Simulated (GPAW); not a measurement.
Crystal: PbS.

```
Pb S
1.0
     2.11266    1.21975    3.45192
    -2.11266    1.21975    3.45192
     0.00000   -2.43949    3.45192
Pb S
1 1
Direct
  0.98057 0.98057 0.98057
  0.47504 0.47504 0.47504
```

The cell is a database's computed one.

Base run:

- Program: GPAW 26.7.0
- Functional: LDA
- Potentials or basis: the program's PAW data sets (release 1.2.1) made for this functional
- Cutoff: 500 eV
- Basis: pw
- k mesh: 6 × 6 × 6
- Occupations: fermi-dirac, width 0.001 eV
- Spin: no spin polarisation

Its results: band gap on the k mesh 0.29 eV, direct; electronic dielectric tensor (diagonal) 21.09, 21.09, 19.39.

Problem. The run is repeated on the same cell with these changes: functional from LDA to AM05; potentials or basis from the program's PAW data sets (release 1.2.1) made for this functional to PAW data sets generated in the run's folder for this functional. What comes out?

Solution. Band gap on the k mesh 0.38 eV, direct; electronic dielectric tensor (diagonal) 17.43, 17.43, 16.87.

Caveats: the gap is small at this level, which inflates the dielectric constant; the long-wavelength limit can be off by a per cent or two; spin-orbit coupling is left out, which as a rule narrows the gap of such compounds by several tenths of an eV.

A k mesh can miss the band edges.
